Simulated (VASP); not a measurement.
# GaN: cell size against the level of theory, part 3 of 3

Which functional gives the lattice of GaN as experiment finds it, and is a dearer one worth its cost? LASPH is on for some levels and off for others; the table marks which. The start is a cell from a database of measured crystal structures.

VASP 6.6.1, plane waves and PAW; the level of theory is named at each step.

So far. Step 2 (Relaxation with PBE): It ends with a largest force of 0.004 eV/Å and a pressure of 0.08 GPa. The volume lies +2.0 % from that of the database's start. The conventional cell has a = 3.218 and c = 5.242 Å. Step 3 (Relaxation with LDA): It ends at 11.08 Å³/atom, -3.8 % from the start, with 0.05 GPa left. The conventional cell has a = 3.155 and c = 5.142 Å.

The database entry behind the starting cell differs from later determinations by our own check (thin film, about 0.3 % long), so it need not match the best structure at ambient conditions.

## 4. Relaxation with r2SCAN (continued)

Level of this step: r2SCAN; plane waves and PAW (Ga_d, N) (VASP).

Relaxation path:

```
step  energy less that of the first step (eV)  largest force (eV/Å)  pressure (GPa)  volume (Å³)
   1                                   0.0000                0.0504           -1.42        46.10
   2                                  -0.0004                0.0223            1.45        45.42
   3                                  -0.0018                0.0127            0.08        45.73
   4                                  -0.0018                0.0145           -0.06        45.74
   5                                  -0.0019                0.0045            0.00        45.74
```

```
conventional cell, symmetrised  before  after  change
                         a (Å)   3.197  3.189  -0.2 %
                         b (Å)   3.197  3.189  -0.2 %
                         c (Å)   5.207  5.193  -0.3 %
              volume (Å³/atom)   11.52  11.44  -0.8 %
```

Final coordinates:

```cif
data_structure
_symmetry_space_group_name_H-M 'P 1'
_symmetry_Int_Tables_number 1
_cell_length_a 3.1894
_cell_length_b 3.1894
_cell_length_c 5.1925
_cell_angle_alpha 90.000
_cell_angle_beta 90.000
_cell_angle_gamma 120.000
_cell_volume 45.74
loop_
_atom_site_label
_atom_site_type_symbol
_atom_site_fract_x
_atom_site_fract_y
_atom_site_fract_z
_atom_site_occupancy
Ga1 Ga 0.66667 0.33333 0.59155 1
Ga2 Ga 0.33333 0.66667 0.09155 1
N3 N 0.66667 0.33333 0.96845 1
N4 N 0.33333 0.66667 0.46845 1
```

It ends at 11.44 Å³/atom, -0.8 % from the start, with 0.00 GPa left. The conventional cell has a = 3.189 and c = 5.193 Å.

## 5. Relaxation with PBE + D3(BJ)

This step: PBE with D3(BJ); plane waves and PAW (Ga_d, N) (VASP 6.6.1).

A dispersion term adds the long-range attraction that semilocal functionals lack. D3 with Becke-Johnson damping keeps a finite attraction at short range.

INCAR

```
SYSTEM = GaN
PREC = Accurate
ENCUT = 560
EDIFF = 1E-06
NELM = 100
ISMEAR = -1
SIGMA = 0.05
LREAL = .FALSE.
ALGO = Normal
GGA = PE
IVDW = 12
NBANDS = 24
LORBIT = 11
LWAVE = .FALSE.
LCHARG = .FALSE.
KPAR = 2
IBRION = 2
NSW = 60
ISIF = 3
EDIFFG = -0.01
```

POSCAR

```
GaN
1.0
    3.1972000000      0.0000000000      0.0000000000
   -1.5986000000      2.7688564210      0.0000000000
    0.0000000000      0.0000000000      5.2070000000
Ga N
2 2
Direct
    0.6666666667      0.3333333333      0.5912000000
    0.3333333333      0.6666666667      0.0912000000
    0.6666666667      0.3333333333      0.9688000000
    0.3333333333      0.6666666667      0.4688000000
```

KPOINTS

```
Automatic mesh
0
Gamma
8 8 5
0 0 0
```

The projector-augmented-wave data sets are Ga_d and N (PBE family, release 64).

Launch:

```console
mpirun -np 2 vasp_std
```

Log:

```text
[... set-up lines as in an earlier step ...]
 entering main loop
       N       E                     dE             d eps       ncg     rms          rms(c)
[... 15 cycles as in an earlier step ...]
   1 F= -.25315936E+02 E0= -.25315936E+02  d E =-.253159E+02
[...]
2 F= -.25316108E+02 E0= -.25316108E+02  d E =-.172812E-03
[...]
3 F= -.25316148E+02 E0= -.25316148E+02  d E =-.212866E-03
[...]
4 F= -.25316195E+02 E0= -.25316195E+02  d E =-.464736E-04
 trial-energy change:   -0.000046  1 .order   -0.000048   -0.000081   -0.000016
 step:   1.1637(harm=  1.1637)  dis= 0.00075  next Energy=   -25.316199 (dE=-0.502E-04)
 reached required accuracy - stopping structural energy minimisation
```

It took 27 s on 2 MPI ranks of Intel Xeon 6975P-C (Granite Rapids), shared host; peak memory 0.39 GiB; 48 s of CPU time.

OUTCAR, selected parts (step 5):

```text
 Edisp (eV)   -1.00744

 Edisp (eV)   -1.00781

  Total       0.00842     0.00842     0.03279     0.00000     0.00000     0.00000
  in kB       0.29282     0.29282     1.14056     0.00000     0.00000     0.00000
  external pressure =        0.58 kB  Pullay stress =        0.00 kB

 POSITION                                       TOTAL-FORCE (eV/Angst)
 -----------------------------------------------------------------------------------
      1.59813      0.92268      3.08068        -0.000000      0.000000      0.002363
     -0.00000      1.84536      0.47726        -0.000000      0.000000      0.002363
      1.59813      0.92268      5.04200         0.000000     -0.000000     -0.002363
     -0.00000      1.84536      2.43857         0.000000     -0.000000     -0.002363
 -----------------------------------------------------------------------------------
    total drift:                               -0.000000      0.000000      0.000046

  FREE ENERGIE OF THE ION-ELECTRON SYSTEM (eV)
  ---------------------------------------------------
  free  energy   TOTEN  =       -25.3161949445 eV

  energy  without entropy=      -25.3161949443  energy(sigma->0) =      -25.31619494

[... 2 parts as in an earlier step ...]

[... 2 further parts left out ...]
[key lines of the parts left out:]
E-fermi :   6.1867
```

Little changed from the start: no atom moved by 0.005 Å and no cell edge by 0.1 %.

It ends at 11.52 Å³/atom, -0.1 % from the start, with 0.06 GPa left. The conventional cell has a = 3.196 and c = 5.207 Å. Against plain PBE, the dispersion term moves a by -0.7 % and c by -0.7 %.

## 6. The cells as a table

This step: relaxed cells at several levels; plane waves and PAW (VASP 6.6.1).

No new run; the numbers come from the runs before.

Lengths are those of the conventional cell; cost is the wall time of each run, as given at its step, times its ranks, without the set-up around it; LASPH differs between rows, which moves results and costs too. Results by level, by row:

```
       level  volume (Å³/atom)  change from the start (%)  a (Å)  c (Å)  cost (core minutes)  LASPH
         PBE             11.76                          2  3.218  5.242                 2.03    off
         LDA             11.08                       -3.8  3.155  5.142                 1.77    off
      r2SCAN             11.44                       -0.8  3.189  5.193                 7.14     on
PBE + D3(BJ)             11.52                       -0.1  3.196  5.207                  0.9    off
```

## 7. Summary of results

```json
{"volume, PBE": "11.76 Å³/atom", "volume, LDA": "11.08 Å³/atom", "volume, r2SCAN": "11.44 Å³/atom", "volume, PBE + D3(BJ)": "11.52 Å³/atom"}
```

What this shows: For GaN the levels give volumes between 11.08 Å³/atom (LDA) and 11.76 Å³/atom (PBE), a spread of 6.1 %, while the cost of the finished runs spans a factor of 7.9. Within 1 % of experiment on every length: r2SCAN and PBE + D3(BJ). The nearest, r2SCAN, took 7.9 times the core time of PBE + D3(BJ) and lowers the largest miss from 0.40 to 0.13 %. Thermal and zero-point expansion, often some tenths of a per cent in length, bear on this order: with the measured lengths lowered by an assumed 0.4 % the nearest is still r2SCAN. The costs hold the number of ionic steps as well as the price of the functional. Adding D3(BJ) to PBE changes the volume by -2.0 % (a by -0.7 % and c by -0.7 %). Within 0.02 Å all end in space group P6_3mc; the runs can't lower the symmetry of the start. LASPH is on for some levels and off for others, so differences between them are not the functional's alone. Each is a single relaxation on the plane waves of the start cell, so larger changes of volume carry a basis-set error that was not tested here.

Comparison with the measured values:

| quantity | measured | PBE | LDA | r2SCAN | PBE + D3(BJ) |
| --- | --- | --- | --- | --- | --- |
| lattice constant a (Å) | 3.189 | 3.218 (+0.9 %) | 3.155 (-1.1 %) | 3.189 (+0.0 %) | 3.196 (+0.2 %) |
| lattice constant c (Å) | 5.186 | 5.242 (+1.1 %) | 5.142 (-0.8 %) | 5.193 (+0.1 %) | 5.207 (+0.4 %) |

Measured values from arxiv:1710.05670 (2017).

**Verdict.** For the lattice constant a, of the levels listed nearest comes r2SCAN (+0.0 %, good agreement) and farthest LDA (-1.1 %, fair agreement). For the lattice constant c, of the levels listed nearest comes r2SCAN (+0.1 %, good agreement) and farthest PBE (+1.1 %, fair agreement). The grades are ours: good and fair within 0.7 and 1.5 % for the lattice constant a and 0.8 and 2 % for the lattice constant c. Zero-point motion and thermal expansion are not in the computed lattice constants.

[Lines on the potential files, build, host, timing and source positions are cut from VASP's logs without a mark.]

[Logs are printed without paths, hosts, clocks, repeated set-up lines and the standing remarks that a program may print on its own settings, such as how far it seeks lower states.]

[Hosts, paths, dates, database ids (printed as entryN), source tags and the programs' standing remarks are cut or masked in the printed files.]

[A measured line is paired with the nearest computed mode of its activity, which favours agreement.]
